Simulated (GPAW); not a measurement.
# Ag (Fm-3m) in GPAW: settings compared, part 2 of 2

GPAW 26.7.0.

### 3 Band structure, SOGGA, spin-orbit coupling, no magnetisation

run.py reads:

```python
import numpy as np
from ase import Atoms
from ase.dft.bandgap import bandgap
from ase.io import write
from ase.units import GPa
from gpaw import GPAW, PW, setup_paths
from gpaw.spinorbit import soc_eigenstates

setup_paths.insert(0, '.')

atoms = Atoms(['Ag'],
              cell=[[0.0, 2.04275, 2.04275],
                    [2.04275, 0.0, 2.04275],
                    [2.04275, 2.04275, 0.0]],
              scaled_positions=[[0.0, 0.0, 0.0]],
              pbc=True)

calc = GPAW(mode=PW(600),
            xc='GGA_X_SOGGA+GGA_C_PBE_SOL',
            kpts={'size': (11, 11, 11), 'gamma': True},
            occupations={'name': 'fermi-dirac', 'width': 0.05},
            nbands=18,
            convergence={'density': 1e-05, 'energy': 1e-05},
            maxiter=150,
            txt='gpaw.txt')
atoms.calc = calc
energy = atoms.get_potential_energy()
forces = atoms.get_forces()
stress = atoms.get_stress()
calc.write('gs.gpw')
write('result.traj', atoms)
print(f'Energy: {energy:.6f} eV')
print('Forces (eV/A):')
print(forces.round(4))
print('Stress (GPa):', (stress / GPa).round(3))
print('Fermi level:', round(calc.get_fermi_level(), 4), 'eV')
print(f'Gap: {bandgap(calc)[0]:.4f} eV, direct: {bandgap(calc, direct=True)[0]:.4f} eV')

path = atoms.cell.bandpath('GXWKGLUWLK,UX', npoints=100, eps=1e-4)
bs_calc = calc.fixed_density(kpts=path, symmetry='off', nbands=26,
                             convergence={'bands': 'CBM+6.0', 'eigenstates': 1e-6}, txt='bands.txt')
bs = bs_calc.band_structure()
bs.write('bs.json')
print(f'Gap on the path: {bandgap(bs_calc)[0]:.4f} eV')

soc = soc_eigenstates(bs_calc, theta=54.7, phi=45)
np.savetxt('soc_bands.dat', soc.eigenvalues(), fmt='%.4f')
mesh = soc_eigenstates('gs.gpw', theta=54.7, phi=45)
np.savetxt('soc_mesh.dat', mesh.eigenvalues(), fmt='%.4f')
print('Fermi level with spin-orbit coupling:', round(mesh.fermi_level, 4), 'eV')
```

Potentials or basis: PAW data sets generated in the run's folder for this functional, pw.

Command:

```bash
$ gpaw-setup -f GGA_X_SOGGA+GGA_C_PBE_SOL Ag
$ OMP_NUM_THREADS=1 python run.py
```

gpaw.txt:

```text
__  _  _
 | _ |_)|_||  |
 |__||  | ||/\| - 26.7.0

Input parameters:
  mode=PW(ecut=600.0),
  convergence={'density': 1e-05, 'energy': 1e-05},
  kpts=MonkhorstPack(size=(11, 11, 11), gamma=True),
  maxiter=150,
  nbands=18,
  occupations=Occupations(name='fermi-dirac', width=0.05),
  xc=XC(name='GGA_X_SOGGA+GGA_C_PBE_SOL')

Diagonalizing LCAO Hamiltonian
Converting LCAO to pw mode

       Ag

Atoms  # Å, Bohr magnetons
|   | symbol |        x |        y |        z |    initial magnetic moments |
|---|--------|----------|----------|----------|-----------------------------|
| 0 |     Ag | 0.000000 | 0.000000 | 0.000000 | ( 0.0000,  0.0000,  0.0000) |

Unit cell  # Å
| periodic |        x |        y |        z |  lengths |    angles |
|----------|----------|----------|----------|----------|-----------|
|      yes | 0.000000 | 2.042750 | 2.042750 | 2.888885 | 60.000000 |
|      yes | 2.042750 | 0.000000 | 2.042750 | 2.888885 | 60.000000 |
|      yes | 2.042750 | 2.042750 | 0.000000 | 2.888885 | 60.000000 |

Number of symmetries: 48
Symmetry operations  # r_c * U_cc + t_c -> r_c
|    | kind |            matrix            |
|----|------|------------------------------|
|  0 |  σ   |  1, 0, 0,  1, 0,-1,  1,-1, 0 |
|  1 |  C2  |  1, 0, 0,  1,-1, 0,  1, 0,-1 |
|  2 |  E   |  1, 0, 0,  0, 1, 0,  0, 0, 1 |
|  3 |  σ   |  1, 0, 0,  0, 0, 1,  0, 1, 0 |
|  4 |  C4  |  1, 0,-1,  1, 0, 0,  1,-1, 0 |
|  5 |  S6  |  1, 0,-1,  1,-1, 0,  1, 0, 0 |
|  6 |  σ   |  1, 0,-1,  0, 1,-1,  0, 0,-1 |
|  7 |  C3  |  1, 0,-1,  0, 0,-1,  0, 1,-1 |
|  8 |  S6  |  1,-1, 0,  1, 0, 0,  1, 0,-1 |
|  9 |  C4  |  1,-1, 0,  1, 0,-1,  1, 0, 0 |
| 10 |  C3  |  1,-1, 0,  0,-1, 1,  0,-1, 0 |
| 11 |  σ   |  1,-1, 0,  0,-1, 0,  0,-1, 1 |
| 12 |  σ   |  0, 1, 0,  1, 0, 0,  0, 0, 1 |
| 13 |  C4  |  0, 1, 0,  0, 1,-1, -1, 1, 0 |
| 14 |  C3  |  0, 1, 0,  0, 0, 1,  1, 0, 0 |
| 15 |  S6  |  0, 1, 0, -1, 1, 0,  0, 1,-1 |
| 16 |  C2  |  0, 1,-1,  1, 0,-1,  0, 0,-1 |
| 17 |  σ   |  0, 1,-1,  0, 1, 0, -1, 1, 0 |
| 18 |  S4  |  0, 1,-1,  0, 0,-1,  1, 0,-1 |
| 19 |  C4  |  0, 1,-1, -1, 1, 0,  0, 1, 0 |
| 20 |  C3  |  0, 0, 1,  1, 0, 0,  0, 1, 0 |
| 21 |  σ   |  0, 0, 1,  0, 1, 0,  1, 0, 0 |
| 22 |  S6  |  0, 0, 1,  0,-1, 1, -1, 0, 1 |
| 23 |  C4  |  0, 0, 1, -1, 0, 1,  0,-1, 1 |
| 24 |  S4  |  0, 0,-1,  1, 0,-1,  0, 1,-1 |
| 25 |  C3  |  0, 0,-1,  0, 1,-1,  1, 0,-1 |
| 26 |  C2  |  0, 0,-1,  0,-1, 0, -1, 0, 0 |
| 27 |  S6  |  0, 0,-1, -1, 0, 0,  0,-1, 0 |
| 28 |  S4  |  0,-1, 1,  1,-1, 0,  0,-1, 0 |
| 29 |  C4  |  0,-1, 1,  0, 0, 1, -1, 0, 1 |
| 30 |  C2  |  0,-1, 1,  0,-1, 0,  1,-1, 0 |
| 31 |  σ   |  0,-1, 1, -1, 0, 1,  0, 0, 1 |
| 32 |  C3  |  0,-1, 0,  1,-1, 0,  0,-1, 1 |
| 33 |  S6  |  0,-1, 0,  0, 0,-1, -1, 0, 0 |
[... 73 lines left out ...]
      filter: 2.35  # [Å]
      core: 2.19  # [Å]
    projectors
    | kind |    occ | energy [eV] | rcut [Å] |
    |------|--------|-------------|----------|
    |   5s |  1.000 |      -4.437 |    1.286 |
    |   4p |  6.000 |     -58.537 |    1.328 |
    |   5p |  0.000 |      -0.689 |    1.328 |
    |   4d | 10.000 |      -7.468 |    1.180 |
    |    s |        |      22.774 |    1.286 |
    |    d |        |      19.743 |    1.180 |

    Using partial waves for Ag as LCAO basis

Reference energy: -144528.431238  # eV

eigensolver:
  PPCG
  Converge bands: occupied
  niter=2

density mixing:
  MSR1-Mixer
  Pratt-step length: 0.05
  Maximum mixing coefficient: 0.75
  Old densities: 10
  SVD Regularization: 0.005
  Good broyden scale: 1.0
  Trust region scale: 1.0
  Backstep threshold: 4.0
  History deletion threshold: 6.0
  Fourier metric: weight=20.0, sigma=0.015

occupation numbers:
  Fermi-Dirac:
    width: 0.0500  # eV

poisson solver:
  ecut: 4800.0  # eV

xc functional:
  name: GGA_X_SOGGA+GGA_C_PBE_SOL with 2 nearest neighbor stencil

convergence criteria:
- Maximum integral of absolute [dens]ity change: 1e-05 electrons / valence electron
- Maximum [total energy] change in last 3 cyles: 1e-05 eV / valence electron
- Maximum integral of absolute [eigenst]ate change: 4e-08 eV^2 / valence electron
maximum number of iterations: 150

SCF iterations
|iter     | |      energy | eigst |  dens |
|---------|-|-------------|-------|-------|
|iter:   1| |   -3.815700 | -0.60 |       |
|iter:   2| |   -3.739210 | -3.45 | -1.28 |
|iter:   3| |   -3.513575 | -3.11 | -1.33 |
|iter:   4| |   -3.510094 | -4.24 | -2.12 |
|iter:   5| |   -3.508999 | -4.38 | -2.39 |
|iter:   6| |   -3.509003 | -6.95 | -3.93 |
|iter:   7| |   -3.509004c| -7.29 | -4.22 |
|iter:   8| |   -3.509004c| -8.64c| -5.21c|

Converged in 8 steps
Energy contributions relative to reference atoms: (reference = -144528.431238)

Energy contributions:
  Kinetic:          -3.663984
  Coulomb:           2.186280
  Zero:              0.178615
  External:          0.000000
  Xc:               -2.208676
  Entropy:          -0.002480
  Spinorbit:         0.000000
  ----------------------------
  Free energy:      -3.510244
  Extrapolated:     -3.509004

dipole moment: (-12.812331, -12.812331, -12.812331)  # |e|*Ang

Fermi level: 8.269
Eigenvalues  # (at kpt = [0.000, 0.000, 0.000])
| band index |      eig [eV] | occ [0-2] |
|------------|---------------|-----------|
|          0 |       -47.227 |     2.000 |
|          1 |       -47.227 |     2.000 |
|          2 |       -47.227 |     2.000 |
|          3 |         0.216 |     2.000 |
|          4 |         3.319 |     2.000 |
|          5 |         3.319 |     2.000 |
[... 10 lines left out ...]
|         16 |        33.281 |     0.000 |
|         17 |        38.507 |     0.000 |

No gap
No difference between direct/indirect transitions

Forces  # eV/Ang
|        x |       y |       z |
|----------|---------|---------|
| -0.00000 | 0.00000 | 0.00000 |  # Ag   0

Stress tensor  # eV/Ang^3
|         x |         y |         z |
|-----------|-----------|-----------|
|  0.019601 | -0.000000 | -0.000000 |
| -0.000000 |  0.019601 |  0.000000 |
| -0.000000 |  0.000000 |  0.019601 |

# Writing to gs.gpw (mode='')
```

stdout:

```text
Energy: -3.509004 eV
Forces (eV/A):
[[-0.  0.  0.]]
Stress (GPa): [ 3.14  3.14  3.14  0.   -0.   -0.  ]
Fermi level: 8.2691 eV
Gap: 0.0000 eV, direct: 0.0000 eV
Gap on the path: 0.0000 eV
Fermi level with spin-orbit coupling: 8.2796 eV
```

It took 33 s on 1 thread of Arm Neoverse V1, shared host; peak memory 0.25 GiB.

Results:

- Free energy: -3.5102 eV
- Pressure: -3.1 GPa
- Band gap along the path: none (metal or under the smearing width)

Levels at the corners of the path, in eV from the Fermi level:
| point | band 13 | band 14 | band 15 | band 16 | band 17 | band 18 | band 19 | band 20 |
| --- | --- | --- | --- | --- | --- | --- | --- | --- |
| Γ | -4.74 | -4.74 | -3.84 | -3.84 | -3.84 | -3.84 | 15.97 | 15.97 |
| X | -3.01 | -3.01 | -2.67 | -2.67 | 1.30 | 1.30 | 6.53 | 6.53 |
| W | -3.86 | -3.86 | -2.86 | -2.86 | 5.55 | 5.55 | 5.88 | 5.88 |
| K | -3.68 | -3.68 | -3.12 | -3.12 | 4.04 | 4.04 | 5.02 | 5.02 |
| Γ | -4.74 | -4.74 | -3.84 | -3.84 | -3.84 | -3.84 | 15.97 | 15.97 |
| L | -3.19 | -3.19 | -2.96 | -2.96 | -0.69 | -0.69 | 3.41 | 3.41 |
| U | -3.68 | -3.68 | -3.12 | -3.12 | 4.04 | 4.04 | 5.02 | 5.02 |
| W | -3.86 | -3.86 | -2.86 | -2.86 | 5.55 | 5.55 | 5.88 | 5.88 |
| L | -3.19 | -3.19 | -2.96 | -2.96 | -0.69 | -0.69 | 3.41 | 3.41 |
| K | -3.68 | -3.68 | -3.12 | -3.12 | 4.04 | 4.04 | 5.02 | 5.02 |
| U | -3.68 | -3.68 | -3.12 | -3.12 | 4.04 | 4.04 | 5.02 | 5.02 |
| X | -3.01 | -3.01 | -2.67 | -2.67 | 1.30 | 1.30 | 6.53 | 6.53 |

Caveat: spin-orbit coupling was added after a scalar SCF, so levels and gaps hold it while energy, forces, pressure and moments don't; this program's spin-orbit splittings come out too wide for heavy elements.
